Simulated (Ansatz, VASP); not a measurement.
## One calculation of Be, two programs

```xyz
4
Lattice="-2.8140 2.8140 2.6135 2.8140 -2.8140 2.6135 2.8140 2.8140 -2.6135" Properties=species:S:1:pos:R:3 pbc="T T T"
Be    1.0235    1.7905    2.6135
Be    1.7905    1.0235    0.0000
Be    1.7905   -1.0235    2.6135
Be    1.0235    3.8375    0.0000
```

Alike in both runs: task single point; functional PBEsol; k mesh 12 × 12 × 12; occupations gaussian, width 0.1 eV; no spin polarisation.

|  | VASP | Ansatz |
| --- | --- | --- |
| version | VASP 6.6.1 | Ansatz 0.2.0 |
| potentials or method | VASP PAW PBE potentials, release 64 (Be) | scalar-relativistic, plane waves, PAW |
| plane-wave cutoff (eV) | 520 | 420 |
| valence electrons in the cell | 8 | 8 |

```tsv
	VASP	Ansatz	Ansatz less VASP
gap on the k mesh at the Fermi level (eV)	none	none	-
pressure (GPa)	-19.9	-20.0	-0.02
largest component of the traceless stress (GPa)	0.27	0.26	-0.010
rms of the force components (eV/Å)	0.192	0.191	-0.0005
```

Atom by atom the forces differ by 0.000 eV/Å (rms over components). A gap of «none» marks a metal or a gap that the smearing closes. The functional is the same, so the differences come from potentials, cutoffs and numerics.

Caveats: so large a pressure means that the cell lies far from this level's equilibrium, or that cutoff or potentials fall short (VASP); the potentials were made for another functional, which shifts forces and pressure (VASP).
